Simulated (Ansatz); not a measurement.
Lattice vibrations of CdTe at Γ at 18.5 GPa

All numbers below come from DFT LDA, scalar-relativistic, plane waves, PAW in Ansatz. Settings: 420 eV plane-wave cutoff, Γ-centred 14×14×14 mesh, Fermi-Dirac smearing of 0.15 eV. No spin polarisation. Phonons by linear response, acoustic sum rule imposed.

The cell is fixed (symmetry leaves no force on the atoms) and stands under 18.5 GPa:
```yaml
crystal:
  lattice:
    - [0.00000, 2.78660, 2.78660]
    - [2.78660, 0.00000, 2.78660]
    - [2.78660, 2.78660, 0.00000]
  atoms:
    - { symbol: Cd, position: [0.00000, 0.00000, 0.00000] }
    - { symbol: Te, position: [0.50000, 0.50000, 0.50000] }
```

The cell is the ideal cubic rocksalt prototype; this isn't the usual structure of the compound. In a metal, frequencies and elastic constants depend on the k mesh and the smearing, soft modes and shear constants most.

Question: Is this structure stable against zone-centre distortions?

Answer: Yes, at Γ: no optical mode is imaginary. Strains and other wave vectors aren't tested by this run.

Question: List the optical modes at Γ (i marks imaginary ones).

Answer:
```json
{"frequency (meV)": "19.5", "degeneracy": "3"}
```

Cost: 1 run of about 2.1 core-minutes, on Intel Xeon Processor @ 2.50GHz (Skylake/Cascade Lake) (shared hosts).